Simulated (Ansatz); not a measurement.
# AlN (Fm-3m): Grüneisen parameters, part 2 of 2

Does AlN (Fm-3m) expand much on heating, by its phonons?

Ansatz 0.2.0; DFT LDA, scalar-relativistic, plane waves, PAW; PAW set soft_1.

So far, highest frequency on the path or at a solved wavevector (cm⁻¹): step 2 (the dispersion) 896.

**4. Phonons at the other volume, volume ratio 0.97**

The phonons are repeated at this volume on the same k and q meshes.

Input file input.yaml:

```yaml
crystal:
  lattice:
    - [0.0, 1.9848415363, 1.9848415363]
    - [1.9848415363, 0.0, 1.9848415363]
    - [1.9848415363, 1.9848415363, 0.0]
  atoms:
    - { symbol: Al, position: [0.5, 0.5, 0.5] }
    - { symbol: "N", position: [0.0, 0.0, 0.0] }
kpoints:
  mp_grid: { grid: [12, 12, 12] }
hamiltonian:
  xc: lda
  pseudopotentials: { kind: paw, azcp: { folder: soft_1 }, xc_functional: pbe }
scf:
  occupations: { method: fixed }
output:
  eigenvalues: true
phonons:
  method: dfpt
  dielectric: true
  rigid_motions: translations
  qmesh: [4, 4, 4]
  temperatures: { t_max: 1000, t_step: 50 }
  qpath:
    path:
      - [[0.0, 0.0, 0.0], [0.5, 0.0, 0.5], [0.625, 0.25, 0.625]]
      - [[0.375, 0.375, 0.75], [0.0, 0.0, 0.0], [0.5, 0.5, 0.5], [0.5, 0.25, 0.75], [0.5, 0.0, 0.5]]
    npoints: 10
```

On the command line:

```
> ansatz run input.yaml --threads 4 --pin off --max-ram 10240MiB --backend cpu --events-out ev --progress --plain --runs-dir out
```

Numbers of over 12 decimals in the logs are rounded to 6 here.

What it wrote:

```text
[...]
Crystal: 2 atoms, lattice volume = 15.639 Å³
Basis set: ecut = 420 eV, 331 PW (Γ), exchange–correlation on 40×40×40 points (8 copies of the dense FFT grid, shifted against one another)
Bands: 8, of which v1, the nominal top of the filled ones, is band 4 counted from 1 (3 counted from 0)
Symmetry: 48 space group operations
k-points: 163 of 1728 (irreducible under 8 space group operations, time reversal used)
[...]
SCF iter   1: F=—  HF=-890.793745 eV  |F-HF|=—  |Δ(HF+E_count)|=         —  Δρ=1.37e-1  dr2=3.16e0  ethr=3.10e-3  ⟨swp⟩=4.0  Hψ=8146  notcnv=0  defer=241
[...]
SCF iter   7: F=-889.650115 eV  HF=-889.650115 eV  |F-HF|=3.87e-12  |Δ(HF+E_count)|=  6.03e-10  Δρ=2.91e-7  dr2=7.70e-12  ethr=1.25e-12  ⟨swp⟩=6.5  Hψ=7177  notcnv=0
SCF 1 converged in 7 iterations: F = -889.650115 eV  dr2 = 7.70e-12
[...]
NSCF: frozen V_eff on 1 k-points
DFPT response loops at Γ: preconditioner auto → none (the input reference at scf.mixing.eps_inf says where Resta's filter doesn't serve); β = 0.50; Broyden in place of MSR1
[...]
SCF converged after 7 iterations
Free energy (F): -889.650115 eV
[...]
Internal energy: -889.650115 eV  (E = F + TS)
E sigma→0 (E₀):  -889.650115 eV
Fermi energy:    11.731237 eV
[...]
--- Band table (eV; the first three rows and the last of 163) ---
[...]
--- Phonons (Γ-DFPT): 2 representative perturbations + reference, on 163 of 1728 k-points (Σ response iterations 7) ---
  k mesh reduced under 8 symmetry operations, with k and −k counted as one. Each operation leaves every solved perturbation unchanged. A smaller set is not considered because the run solves the response to a homogeneous field
  ASR residual: 2.070e-4 → 0.000e0 eV/Å²; symmetrization residual: 2.965e-7 eV/Å²
  ASR residual per site (eV/Å²): 2.57e-5 2.07e-4
  Γ frequencies (cm⁻¹): 0.00 0.00 0.00 516.03 516.03 516.03
  ε∞ (high-frequency dielectric tensor):
        4.950613    -0.000000     0.000000
        0.000000     4.950613    -0.000000
        0.000000     0.000000     4.950613
  ε⁰ (static dielectric tensor: ions relaxed, cell fixed):
       15.943230    -0.000000     0.000000
       -0.000000    15.943230    -0.000000
        0.000000    -0.000000    15.943230
  ε⁰ − ε∞ (ionic part):
       10.992617    -0.000000    -0.000000
       -0.000000    10.992617    -0.000000
       -0.000000    -0.000000    10.992617
  softest optical mode at Γ: 516.03 cm⁻¹; the repairs (sum rule, projections) moved no ω² at Γ by more than (2.01 cm⁻¹)²
  Born effective charges Z* (e; rows j = field, columns β = displacement):
    site 0:
         2.92881    0.00000    0.00000
        -0.00000    2.92881   -0.00000
        -0.00000   -0.00000    2.92881
    site 1:
        -2.92881   -0.00000    0.00000
         0.00000   -2.92881    0.00000
         0.00000    0.00000   -2.92881
  Z* charge neutrality: 2.906e-6 e pre-enforcement
  k-mesh period / interband length: 33.7 Å / 1.62 Å = 20.80 at k = (0.0000, -0.5000, -0.5000), direct gap 7.967 eV — 14 or more, which is no proof of convergence
  optical modes at Γ without the LO–TO term, one row a degenerate level:
      ω (cm⁻¹)  modes    IR ((D/Å)²/amu)
        516.03      3            64.3895
  optical modes at Γ + LO–TO along q̂ = [1.0000, 0.0000, 0.0000]:
      ω (cm⁻¹)  modes    IR ((D/Å)²/amu)
        516.03      2            42.9264
        926.04      1            21.4632
  optical modes at Γ + LO–TO along q̂ = [0.0000, 1.0000, 0.0000]:
      ω (cm⁻¹)  modes    IR ((D/Å)²/amu)
        516.03      2            42.9264
        926.04      1            21.4632
  optical modes at Γ + LO–TO along q̂ = [0.0000, 0.0000, 1.0000]:
      ω (cm⁻¹)  modes    IR ((D/Å)²/amu)
        516.03      2            42.9264
        926.04      1            21.4632
--- Phonons (arbitrary-q DFPT): 8 irreducible q on the 4×4×4 mesh ---
[...]
interpolated dispersion: 63 rows × 6 modes
[...]
```

Elapsed: 34 s, on 4 threads of Arm Neoverse V1, shared host; peak memory 0.77 GiB.

This step gave:

```
sum-rule residual before enforcement                    : 2.07e-4 eV/Å²
miss of the charge sum rule                             : 2.91e-6 e
highest frequency on the path or at a solved wavevector : 926 cm⁻¹
mean frequency                                          : 523.3 cm⁻¹
Debye temperature (second moment)                       : 1022 K
logarithmic mean frequency                              : 493.7 cm⁻¹
highest optical mode at the zone centre (no LO-TO term) : 516.0 cm⁻¹
lowest optical zone-centre mode                         : 516.0 cm⁻¹
mean high-frequency dielectric constant                 : 4.951
largest Born charge (third of the trace)                : 2.929 e
mean static dielectric constant                         : 15.94
top of the zone-centre spectrum with the field          : 926.0 cm⁻¹
lowest mode on the q mesh (acoustic modes at Γ apart)   : 232.7 cm⁻¹
zero-point energy per atom                              : 97.33 meV
heat capacity at 300 K                                  : 15.20 J/(mol atoms K)
vibrational entropy at 300 K                            : 9.349 J/(mol atoms K)
```

Frequencies (cm⁻¹) solved at each irreducible wavevector; negative means imaginary. Frequencies by wavevector, by row:

| q in reciprocal lattice units | star | mode 1 | mode 2 | mode 3 | mode 4 | mode 5 | mode 6 |
| --- | --- | --- | --- | --- | --- | --- | --- |
| 0 0 0 | 1 | 0 | 0 | 0 | 516 | 516 | 516 |
| 0 0 0.25 | 8 | 232.7 | 232.7 | 448.7 | 511.5 | 511.5 | 890.8 |
| 0 0 -0.5 | 4 | 331.7 | 331.7 | 490.2 | 490.2 | 707.3 | 792.8 |
| 0 0.25 0.25 | 6 | 281 | 281 | 415.8 | 570.7 | 570.7 | 815.8 |
| 0 0.25 -0.5 | 24 | 337.9 | 391.1 | 544.3 | 565.5 | 637.7 | 767.5 |
| 0 0.25 -0.25 | 12 | 316.7 | 392.8 | 510.2 | 533.8 | 648.6 | 792.7 |
| 0 -0.5 -0.5 | 3 | 345.1 | 345.1 | 497 | 616.2 | 616.2 | 762.5 |
| 0.25 -0.5 -0.25 | 6 | 417.8 | 443.5 | 443.5 | 637 | 704.9 | 704.9 |

The highest optical mode at the zone centre (no LO-TO term) is 516.0 cm⁻¹, +37.9 cm⁻¹ against the base run.

**5. Relaxing at another volume, volume ratio 1.03**

The volume is scaled by 1.03 and held; symmetry leaves nothing to relax, so this is a single point. The modes can then be followed against volume.

input.yaml, the sections that differ from step 4:

```yaml
crystal:
  lattice:
    - [0.0, 2.0249501513, 2.0249501513]
    - [2.0249501513, 0.0, 2.0249501513]
    - [2.0249501513, 2.0249501513, 0.0]
  atoms:
    - { symbol: Al, position: [0.5, 0.5, 0.5] }
    - { symbol: "N", position: [0.0, 0.0, 0.0] }
output:
  forces: true
  stress: true
  eigenvalues: true
# kpoints, hamiltonian, scf: as in step 4
# phonons: removed
```

What it wrote:

```text
[...]
Crystal: 2 atoms, lattice volume = 16.606 Å³
Basis set: ecut = 420 eV, 331 PW (Γ)
Bands: 8, of which v1, the nominal top of the filled ones, is band 4 counted from 1 (3 counted from 0)
Symmetry: 48 space group operations
[...]
k-points: 72 of 1728
[...]
Free energy (F): -889.651421 eV
[...]
Internal energy: -889.651421 eV  (E = F + TS)
E sigma→0 (E₀):  -889.651421 eV
Fermi energy:    10.858195 eV
[...]
--- Stress (GPa, compression-positive) ---
       -7.708592       0.000000       0.000000
        0.000000      -7.708592       0.000000
       -0.000000      -0.000000      -7.708592
  P = ⅓ Tr σ = -7.7086 GPa (-77.086 kbar)
--- Band table (eV; the first three rows and the last of 72) ---
[...]
[key lines of the parts left out:]
SCF converged after 6 iterations
```

Run time: 0.35 s. Hardware: 4 threads; peak memory 0.24 GiB.

This step gave:

```yaml
pressure: -7.709 GPa
gap_on_the_k_mesh: 4.424 eV
volume_per_atom: 8.303 Å³
direct_gap_on_mesh: 5.682 eV
```

At this level the gap is 4.42 eV on the k-mesh of the self-consistent run, which can miss the band edges.

**6. Phonons at the other volume, volume ratio 1.03**

The phonons are repeated at this volume on the same k and q meshes.

input.yaml, the sections that differ from step 5:

```yaml
output:
  eigenvalues: true
phonons:
  method: dfpt
  dielectric: true
  rigid_motions: translations
  qmesh: [4, 4, 4]
  temperatures: { t_max: 1000, t_step: 50 }
  qpath:
    path:
      - [[0.0, 0.0, 0.0], [0.5, 0.0, 0.5], [0.625, 0.25, 0.625]]
      - [[0.375, 0.375, 0.75], [0.0, 0.0, 0.0], [0.5, 0.5, 0.5], [0.5, 0.25, 0.75], [0.5, 0.0, 0.5]]
    npoints: 10
# crystal, kpoints, hamiltonian, scf: as in step 5
```

What it wrote:

```text
[...]
Crystal: 2 atoms, lattice volume = 16.606 Å³
Basis set: ecut = 420 eV, 331 PW (Γ), exchange–correlation on 40×40×40 points (8 copies of the dense FFT grid, shifted against one another)
Bands: 8, of which v1, the nominal top of the filled ones, is band 4 counted from 1 (3 counted from 0)
Symmetry: 48 space group operations
k-points: 163 of 1728 (irreducible under 8 space group operations, time reversal used)
[...]
optical modes at Γ + LO–TO along q̂ = [0.0000, 1.0000, 0.0000]:
      ω (cm⁻¹)  modes    IR ((D/Å)²/amu)
        441.11      2            44.4144
        866.38      1            22.2072
  optical modes at Γ + LO–TO along q̂ = [0.0000, 0.0000, 1.0000]:
      ω (cm⁻¹)  modes    IR ((D/Å)²/amu)
        441.11      2            44.4144
        866.38      1            22.2072
--- Phonons (arbitrary-q DFPT): 8 irreducible q on the 4×4×4 mesh ---
[...]
interpolated dispersion: 63 rows × 6 modes
[...]
[key lines of the parts left out:]
SCF converged after 7 iterations
Free energy (F): -889.651421 eV
Fermi energy:    10.858214 eV
```

Wall time 35 s (4 threads); peak memory 0.8 GiB; 2.2 min of CPU time.

Numbers from this step:

```yaml
sum_rule_residual_before_enforcement: 2.17e-4 eV/Å²
miss_of_the_charge_sum_rule: 2.85e-6 e
highest_frequency_on_the_path_or_at_a_solved_wavevector: 866.4 cm⁻¹
mean_frequency: 476.2 cm⁻¹
debye_temperature_second_moment: 933 K
logarithmic_mean_frequency: 447.9 cm⁻¹
highest_optical_mode_at_the_zone_centre_no_lo_to_term: 441.1 cm⁻¹
lowest_optical_zone_centre_mode: 441.1 cm⁻¹
mean_high_frequency_dielectric_constant: 5.130
largest_born_charge_third_of_the_trace: 2.979 e
mean_static_dielectric_constant: 19.79
top_of_the_zone_centre_spectrum_with_the_field: 866.4 cm⁻¹
lowest_mode_on_the_q_mesh_acoustic_modes_at_gamma_apart: 207.6 cm⁻¹
zero_point_energy_per_atom: 88.56 meV
heat_capacity_at_300_k: 16.41 J/(mol atoms K)
vibrational_entropy_at_300_k: 10.93 J/(mol atoms K)
```

The highest optical mode at the zone centre (no LO-TO term) is 441.1 cm⁻¹, -37.0 cm⁻¹ against the base run.

**7. Grüneisen parameters**

The Grüneisen parameter of a mode is minus the logarithmic change of its frequency with volume, −d ln ω / d ln V; weighted by heat capacity it gives the expansion.

Numbers from this step:

```
bulk modulus : 277.6 GPa
```

The phonon branches at the labelled points (cm⁻¹):

| point | branch 1 | branch 2 | branch 3 | branch 4 | branch 5 | branch 6 |
| --- | --- | --- | --- | --- | --- | --- |
| Γ | 0 | 0 | 0 | 478 | 478 | 896 |
| halfway | 274 | 274 | 390 | 534 | 534 | 791 |
| X | 334 | 334 | 476 | 581 | 581 | 732 |
| halfway | 337 | 372 | 470 | 571 | 611 | 726 |
| U | 339 | 449 | 450 | 543 | 670 | 708 |
| jump to K | 339 | 449 | 450 | 543 | 670 | 708 |
| halfway | 237 | 327 | 450 | 467 | 557 | 817 |
| Γ | 0 | 0 | 0 | 478 | 478 | 896 |
| halfway | 220 | 220 | 435 | 476 | 476 | 862 |
| L | 311 | 311 | 460 | 460 | 688 | 764 |
| halfway | 331 | 371 | 515 | 551 | 620 | 739 |
| W | 398 | 426 | 426 | 609 | 674 | 674 |
| halfway | 369 | 370 | 464 | 595 | 609 | 720 |
| X | 334 | 334 | 476 | 581 | 581 | 732 |

The same for volume x 0.97:

| point | branch 1 | branch 2 | branch 3 | branch 4 | branch 5 | branch 6 |
| --- | --- | --- | --- | --- | --- | --- |
| Γ | 0 | 0 | 0 | 516 | 516 | 926 |
| X | 345 | 345 | 497 | 616 | 616 | 762 |
| U | 355 | 467 | 470 | 576 | 700 | 738 |
| K | 355 | 467 | 470 | 576 | 700 | 738 |
| Γ | 0 | 0 | 0 | 516 | 516 | 926 |
| L | 332 | 332 | 490 | 490 | 707 | 793 |
| W | 418 | 444 | 444 | 637 | 705 | 705 |
| X | 345 | 345 | 497 | 616 | 616 | 762 |

The same for volume x 1.03:

| point | branch 1 | branch 2 | branch 3 | branch 4 | branch 5 | branch 6 |
| --- | --- | --- | --- | --- | --- | --- |
| Γ | 0 | 0 | 0 | 441 | 441 | 866 |
| X | 323 | 323 | 455 | 548 | 548 | 703 |
| U | 324 | 429 | 431 | 512 | 642 | 680 |
| K | 324 | 429 | 431 | 512 | 642 | 680 |
| Γ | 0 | 0 | 0 | 441 | 441 | 866 |
| L | 291 | 291 | 430 | 430 | 670 | 736 |
| W | 380 | 407 | 407 | 582 | 645 | 645 |
| X | 323 | 323 | 455 | 548 | 548 | 703 |

The first set of phonon branches as a text plot (rows in cm⁻¹):

```
    907 |**                          *****
    868 |  **                     ***     ***
    830 |    **                 **           **
    791 |      *               *               **
    752 |       ****         **                  ******
    714 |           *********                          **   *****
    675 |                ****                   ****     ***
    637 |               *    **                *    *****   **
    598 |           ****       *                         ********
    559 |       ****   ****     *             *      ** *
    521 |   ****           ****  ***         *      * **
    482 |***      *******  *********************  ****  *     ***
    444 |       **       ***    *           *   ***      *****
    405 |      *        *   ***  *                     ******
    367 |              *       *           *         ** *    **
    328 |    **  ************   * **             *******       **
    289 |      **            *** *        *   ***
    251 |   ***                 *            *
    212 |   *                    ****       *
    174 |  *                      **     * *
    135 |  *                        *     *
     96 | *                         **  **
     58 | *                          *  *
     19 |*                            **
         Γ           X  U|K            Γ         L        W     X
```

Mode Grueneisen parameter -dln(w)/dln(V), modes matched by rank; at Γ the acoustic branches take the value of a neighbouring point of the path. Mode grüneisen parameters along the path, in :

| point | branch 1 | branch 2 | branch 3 | branch 4 | branch 5 | branch 6 |
| --- | --- | --- | --- | --- | --- | --- |
| Γ | 0.53 | 0.53 | 2.06 | 2.61 | 2.61 | 1.11 |
| halfway | 0.88 | 0.88 | 2.16 | 2.21 | 2.21 | 1.02 |
| X | 1.11 | 1.11 | 1.48 | 1.94 | 1.94 | 1.35 |
| halfway | 1.21 | 1.21 | 1.49 | 1.95 | 1.75 | 1.35 |
| U | 1.50 | 1.41 | 1.44 | 1.96 | 1.43 | 1.37 |
| jump to K | 1.50 | 1.41 | 1.44 | 1.96 | 1.43 | 1.37 |
| halfway | 2.89 | 0.88 | 1.34 | 2.24 | 2.07 | 1.09 |
| Γ | 2.57 | 0.52 | 1.20 | 2.61 | 2.61 | 1.11 |
| halfway | 1.90 | 1.90 | 1.01 | 2.41 | 2.41 | 1.11 |
| L | 2.19 | 2.19 | 2.18 | 2.18 | 0.89 | 1.23 |
| halfway | 1.95 | 1.71 | 1.91 | 1.78 | 1.04 | 1.27 |
| W | 1.60 | 1.42 | 1.42 | 1.50 | 1.49 | 1.49 |
| halfway | 1.34 | 1.24 | 1.49 | 1.72 | 1.78 | 1.36 |
| X | 1.11 | 1.11 | 1.48 | 1.94 | 1.94 | 1.35 |

The mode Grüneisen parameters as a text plot (rows in , shown from 0.5 to 2.7 only):

```
   2.65 |*                          *****
   2.56 | **                      ****** **
   2.47 |   *                **            *
   2.38 |    **                  ***        **
   2.29 |                        *            *
   2.20 |      *                *              *****
   2.11 |  **** *           *  **             **  ***
   2.02 |**      *           **              *      **
   1.93 |        ************               *       * *        **
   1.84 |                      *                     * *      *
   1.75 |         **   *   *               *          * *    **
   1.66 |               *    **          **                 **
   1.57 |           *                   *              ******
   1.48 |            ********                           *********
   1.39 |            ***********                        * *******
   1.30 |           *   ** *    ****                 ****   *
   1.21 |         **   *    *       ****        *****        **
   1.12 |***     ******      *******************               **
   1.03 |   *****                       *******       *
   0.94 |                                      **
   0.85 |      *                *                *****
   0.76 |
   0.67 |    **                  *
   0.58 |****                     ***
         Γ           X  U|K            Γ         L        W     X
```

(dS/dlnV)/C_V. Thermodynamic Grueneisen parameter against temperature:

| temperature (K) | thermodynamic Grueneisen parameter |
| --- | --- |
| 50 | 1.65 |
| 100 | 1.70 |
| 150 | 1.69 |
| 200 | 1.68 |
| 250 | 1.67 |
| 300 | 1.66 |
| 350 | 1.65 |
| 400 | 1.65 |
| 450 | 1.64 |
| 500 | 1.64 |
| 550 | 1.64 |
| 600 | 1.64 |
| 650 | 1.63 |
| 700 | 1.63 |
| 750 | 1.63 |
| 800 | 1.63 |
| 850 | 1.63 |
| 900 | 1.63 |
| 950 | 1.63 |
| 1000 | 1.63 |

Gamma C_V/(B V) at the static volume. Volume expansion against temperature:

| temperature (K) | volume expansion (1e-6/K) |
| --- | --- |
| 50 | 0.26 |
| 100 | 3.08 |
| 150 | 7.97 |
| 200 | 12.8 |
| 250 | 16.6 |
| 300 | 19.5 |
| 350 | 21.6 |
| 400 | 23.2 |
| 450 | 24.4 |
| 500 | 25.4 |
| 550 | 26.1 |
| 600 | 26.7 |
| 650 | 27.1 |
| 700 | 27.5 |
| 750 | 27.8 |
| 800 | 28.1 |
| 850 | 28.3 |
| 900 | 28.4 |
| 950 | 28.6 |
| 1000 | 28.8 |

**8. Outcome**

```yaml
bulk_modulus: 278 GPa
gap_deformation_potential: -9.84 eV
thermodynamic_grueneisen_parameter_at_300_k: 1.662
volume_expansion_at_300_k_estimated: 19.5 × 10⁻⁶ K⁻¹
```

In words: By this estimate the volume grows by 19.5 × 10⁻⁶ per kelvin at 300 K. Without the field, the highest optical mode at Γ goes from 516 to 441 cm⁻¹ as the cell grows, a Grüneisen parameter of 2.61. Mode parameters on the path run from 0.52 to 2.9, with a median of 1.5. Branches are matched by rank, so values near crossings are rough. The expansion is the Grüneisen estimate at the static volume, with the static bulk modulus. The PAW files were made for PBE and serve the other functionals too.

[Logs are printed without paths, hosts, clocks, repeated set-up lines and the standing remarks that a program may print on its own settings, such as how far it seeks lower states.]

[Hosts, paths, dates, database ids (printed as entryN), source tags and the programs' standing remarks are cut or masked in the printed files.]
